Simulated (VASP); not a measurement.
# ZnS (F-43m) in VASP: phonons with PBE

Aim: the phonons of ZnS with PBE.

Program: VASP 6.6.1. These are calculated values, not measurements. Logs are shortened: lines on timing, memory, paths and dates and some standing lists are left out, and cuts for length are marked.

### 1 The structure

It takes space group F-43m (No. 216, cubic). The conventional cell has a = 5.404 Å, b = 5.404 Å, c = 5.404 Å, α = 90.00°, β = 90.00°, γ = 90.00°. Around Zn (site symmetry -43m) lie 4 S at 2.34 Å. S (site symmetry -43m) is surrounded by 4 Zn at 2.34 Å.

### 2 Phonons, PBE

File POSCAR:

```
ZnS
1.0
    0.0000000000      2.7020000000      2.7020000000
    2.7020000000      0.0000000000      2.7020000000
    2.7020000000      2.7020000000      0.0000000000
Zn S
1 1
Direct
    0.2500000000      0.2500000000      0.2500000000
    0.0000000000      0.0000000000      0.0000000000
```

File INCAR.step1:

```
SYSTEM = ZnS
PREC = Accurate
ENCUT = 600
EDIFF = 1E-8
ISMEAR = 0
SIGMA = 0.02
LREAL = .FALSE.
LASPH = .TRUE.
NELM = 100
ALGO = Fast
ISIF = 3
LWAVE = .FALSE.
LCHARG = .FALSE.
GGA = PE
IBRION = 2
NSW = 40
EDIFFG = -0.002
```

File INCAR.step2:

```
SYSTEM = ZnS
PREC = Accurate
ENCUT = 600
EDIFF = 1E-8
ISMEAR = 0
SIGMA = 0.02
LREAL = .FALSE.
LASPH = .TRUE.
NELM = 100
ALGO = Fast
ISIF = 2
LWAVE = .FALSE.
LCHARG = .FALSE.
GGA = PE
IBRION = 8
NSW = 1
```

File KPOINTS:

```
Automatic mesh
0
G
  10 10 10
  0 0 0
```

Potentials or basis: VASP PAW PBE potentials, release 64 (Zn, S).

Run with:

```bash
$ cat potpaw_PBE.64/Zn/POTCAR potpaw_PBE.64/S/POTCAR > POTCAR
$ cp INCAR.step1 INCAR
$ mpirun -np 1 vasp_std > vasp.out
$ cp CONTCAR POSCAR
$ cp INCAR.step2 INCAR
$ mpirun -np 1 vasp_std > vasp.out
```

OUTCAR:

```text
SYSTEM = ZnS
   PREC = Accurate
   ENCUT = 600
   EDIFF = 1E-8
   ISMEAR = 0
   LREAL = .FALSE.
   LASPH = .TRUE.
   NELM = 100
   ISIF = 2
   GGA = PE
   IBRION = 8
   NSW = 1

 ion  position               nearest neighbor table
   1  0.250  0.250  0.250-   2 2.36   2 2.36   2 2.36   2 2.36
   2  0.000  0.000  0.000-   1 2.36   1 2.36   1 2.36   1 2.36

  LATTYP: Found a face centered cubic cell.
 ALAT       =     5.4470441380

  Lattice vectors:

 A1 = (   0.0000000000,   2.7235220690,   2.7235220690)
 A2 = (   2.7235220690,   0.0000000000,   2.7235220690)
 A3 = (   2.7235220690,   2.7235220690,   0.0000000000)

Analysis of symmetry for initial positions (statically):
=====================================================================
 Subroutine PRICEL returns:
 Original cell was already a primitive cell.

 Routine SETGRP: Setting up the symmetry group for a
 face centered cubic supercell.

 Subroutine GETGRP returns: Found 24 space group operations
 (whereof 24 operations were pure point group operations)
 out of a pool of 48 trial point group operations.

The static configuration has the point symmetry T_d .

Analysis of symmetry for dynamics (positions and initial velocities):
=====================================================================
 Subroutine PRICEL returns:
 Original cell was already a primitive cell.

 Routine SETGRP: Setting up the symmetry group for a
 face centered cubic supercell.

 Subroutine GETGRP returns: Found 24 space group operations
 (whereof 24 operations were pure point group operations)
 out of a pool of 48 trial point group operations.

The dynamic configuration has the point symmetry T_d .

 Subroutine INISYM returns: Found 24 space group operations
 (whereof 24 operations are pure point group operations),
 and found     1 'primitive' translations

----------------------------------------------------------------------------------------

[... 546 lines left out ...]

 VOLUME and BASIS-vectors are now :
 -----------------------------------------------------------------------------
  energy-cutoff  :      600.00
  volume of cell :       40.40
      direct lattice vectors                 reciprocal lattice vectors
     0.000000000  2.723522069  2.723522069    -0.183585808  0.183585808  0.183585808
     2.723522069  0.000000000  2.723522069     0.183585808 -0.183585808  0.183585808
     2.723522069  2.723522069  0.000000000     0.183585808  0.183585808 -0.183585808

 POSITION                                       TOTAL-FORCE (eV/Angst)
 -----------------------------------------------------------------------------------
      1.36176      1.36176      1.36176         0.000000     -0.000000     -0.000000
      0.00000      0.00000      0.00000        -0.000000      0.000000      0.000000
 -----------------------------------------------------------------------------------
    total drift:                               -0.000001     -0.000001     -0.000001

  FREE ENERGIE OF THE ION-ELECTRON SYSTEM (eV)
  ---------------------------------------------------
  free  energy   TOTEN  =        -6.8526427082 eV

  energy  without entropy=       -6.8526427082  energy(sigma->0) =       -6.85264271

[... ionic steps 2 to 3 ...]

--------------------------------------- Ionic step        4  -------------------------------------------

------------------------ aborting loop because EDIFF is reached ----------------------------------------

[... ionic steps 5 to 6 ...]

--------------------------------------- Ionic step        7  -------------------------------------------

 Free energy of the ion-electron system (eV)
  ---------------------------------------------------
  ---------------------------------------------------
  free energy    TOTEN  =        -0.10589917 eV

  energy without entropy =       -0.10589917

------------------------ aborting loop because EDIFF is reached ----------------------------------------

 INTERNAL STRAIN TENSOR  FOR ION    2  DIRECTION 1   (eV/Angst):
 -----------------------------------------------------------------------------
    -0.01175  0.00000  0.00000
     0.00000  0.01225  4.72209
     0.00000  4.72209  0.01225

 INTERNAL STRAIN TENSOR FOR ION    2 for displacements in x,y,z  (eV/Angst):
          X           Y           Z          XY          YZ          ZX
  --------------------------------------------------------------------------------
  x    -0.00000     0.00000     0.00000     0.00000     4.72209     0.00000
  y     0.00000    -0.00000     0.00000     0.00000     0.00000     4.72209
  z     0.00000     0.00000    -0.00000     4.72209     0.00000     0.00000

 SECOND DERIVATIVES (NOT SYMMETRIZED)
 ------------------------------------
               1X          1Y          1Z          2X          2Y          2Z
  1X    -5.387122    0.000000    0.000000    5.387122    0.000000    0.000000
  1Y     0.000000   -5.387122    0.000000    0.000000    5.387122    0.000000
  1Z     0.000000    0.000000   -5.387122    0.000000    0.000000    5.387122
  2X     5.359502    0.000000    0.000000   -5.359502    0.000000    0.000000
  2Y     0.000000    5.359502    0.000000    0.000000   -5.359502    0.000000
  2Z     0.000000    0.000000    5.359502    0.000000    0.000000   -5.359502

 Eigenvectors and eigenvalues of the dynamical matrix
 ----------------------------------------------------

   1 f  =    7.809215 THz    49.066745 2PiTHz  260.487374 cm-1    32.296304 meV
             X         Y         Z           dx          dy          dz
      1.361761  1.361761  1.361761    -0.052894   -0.289186    0.493701
      0.000000  0.000000  0.000000     0.075339    0.411901   -0.703203
[... 21 lines left out ...]
   6 f/i=    0.009439 THz     0.059304 2PiTHz    0.314838 cm-1     0.039035 meV
             X         Y         Z           dx          dy          dz
      1.361761  1.361761  1.361761    -0.573129    0.582022   -0.051061
      0.000000  0.000000  0.000000    -0.402379    0.408623   -0.035849

--------------------------------------------------------------------------------------------------------

 ELASTIC MODULI CONTR FROM IONIC RELAXATION (kBar)
 Direction    XX          YY          ZZ          XY          YZ          ZX
 --------------------------------------------------------------------------------
 XX          -0.0000      0.0000      0.0000      0.0000      0.0000      0.0000
 YY           0.0000     -0.0000      0.0000      0.0000      0.0000      0.0000
 ZZ           0.0000      0.0000     -0.0000      0.0000      0.0000      0.0000
 XY           0.0000      0.0000      0.0000   -164.5307      0.0000      0.0000
 YZ           0.0000      0.0000      0.0000      0.0000   -164.5307      0.0000
 ZX           0.0000      0.0000      0.0000      0.0000      0.0000   -164.5307
 --------------------------------------------------------------------------------
```

OSZICAR.step1:

```text
N       E                     dE             d eps       ncg     rms          rms(c)
DAV:   1     0.881408428046E+02    0.88141E+02   -0.96057E+03  1222   0.180E+03
DAV:   2    -0.859976816144E+00   -0.89001E+02   -0.85008E+02  1325   0.305E+02
DAV:   3    -0.718970139788E+01   -0.63297E+01   -0.62869E+01  1502   0.744E+01
[... 37 lines left out ...]
RMM:   6    -0.685244389492E+01    0.69054E-05   -0.58791E-05  1249   0.919E-02    0.516E-03
RMM:   7    -0.685244480529E+01   -0.91037E-06   -0.12357E-05  1231   0.359E-02    0.670E-03
RMM:   8    -0.685244496850E+01   -0.16321E-06   -0.40077E-06  1223   0.230E-02    0.235E-03
RMM:   9    -0.685244506426E+01   -0.95765E-07   -0.11730E-06  1251   0.124E-02    0.461E-04
RMM:  10    -0.685244511953E+01   -0.55264E-07   -0.45041E-07  1344   0.600E-03    0.581E-04
RMM:  11    -0.685244512000E+01   -0.47658E-09   -0.49027E-08   987   0.238E-03
   3 F= -.68524451E+01 E0= -.68524451E+01  d E =-.511965E-02
```

It took 4.4 min on 1 thread of Intel Xeon Platinum 8488C (Sapphire Rapids), shared host; peak memory 0.39 GiB.

Results:

```
Relaxed volume                                          : 20.20 Å³/atom
Relaxed cell                                            : a = 3.852 Å, b = 3.852 Å, c = 3.852 Å, α = 60.00°, β = 60.00°, γ = 60.00°
Space group after relaxing (to 0.05 Å)                  : F-43m (No. 216)
Highest phonon frequency at Γ, LO-TO splitting left out : 260 cm⁻¹
```

Step by step:
```tsv
step	energy change (eV)	largest force (eV/Å)	pressure (GPa)	volume (Å³)
1	0.0000	0.0000	1.78	39.45
2	-0.0046	0.0000	-0.52	40.72
3	-0.0051	0.0000	0.01	40.40
```

Final structure:
```
Zn S
1.0
     0.00000    2.72352    2.72352
     2.72352    0.00000    2.72352
     2.72352    2.72352    0.00000
Zn S
1 1
Direct
  0.25000 0.25000 0.25000
  0.00000 0.00000 0.00000
```

Phonon frequencies in cm⁻¹ (negative: imaginary):
| q point | frequencies |
| --- | --- |
| (0.000, 0.000, 0.000) | 0 0 0 260 260 260 |
